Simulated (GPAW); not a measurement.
Runs of GPAW 26.7.0 on HfN. The structure is cubic, space group Fm-3m (No. 225). Conventional cell: a = 4.512 Å, b = 4.512 Å, c = 4.512 Å, α = 90.00°, β = 90.00°, γ = 90.00°. Hf (site symmetry m-3m) has 6 N at 2.26 Å as nearest neighbours. Around N (site symmetry m-3m) lie 6 Hf at 2.26 Å. 

```tsv
task	level	potentials or basis	U	k mesh	cutoff (eV)	maxiter	convergence	hybrids on these orbitals	mesh quality	gap on the mesh (eV)	pressure (GPa)	V0 of scaled cells (Å³/atom)	B0 (GPa)
single point	LDA+U	the program's PAW data sets (release 1.2.1) made for this functional, pw	Hf d U = 3 eV	8 × 8 × 8	650	120	default	-	not flagged	none	-0.4	-	-
single point	LDA	the program's PAW data sets (release 1.2.1) made for this functional, pw	-	8 × 8 × 8	650	120	default	-	not flagged	none	-11.9	-	-
equation of state	PBE+D4	GPAW PAW data sets (gpaw-data 1.2.1), pw	-	8 × 8 × 8	800	150	-	-	not flagged	-	-	11.59	(b)
single point	PBE	GPAW PAW data sets (gpaw-data 1.2.1), pw	-	8 × 8 × 8	650	120	default	-	not flagged	none	(a)	-	-
equation of state	PBEsol+D3(BJ)	PAW data sets generated in the run's folder for this functional, pw	-	8 × 8 × 8	800	150	-	-	not flagged	-	-	11.24	304
one-shot levels on a semilocal density	PBE	GPAW PAW data sets (gpaw-data 1.2.1), pw	-	6 × 6 × 6	600	150	-	["HSE06", "EXX", "PBE0"]	coarse	none	1.0	-	-
equation of state	revPBE+D3	the program's PAW data sets (release 1.2.1) made for this functional, pw	-	8 × 8 × 8	800	150	-	-	not flagged	-	-	11.50	283
```

Alike in all rows: no spin polarisation; cell as given; smearing fermi-dirac 0.05 eV.

Task: Fill in the values left out.

Result: (a) 3.9; (b) 277.

Caveats: some runs use coarse meshes; the cutoff is short for stress and forces, so pressures can be off by a GPa or more (some runs); U without spin polarisation on a metal has little footing (some runs); one-shot exact exchange on a metal's smeared states is rough (some runs).

A k mesh can miss the band edges, and the runs leave out spin-orbit coupling on Hf.

A gap of «none» marks a metal or a gap under the smearing width.
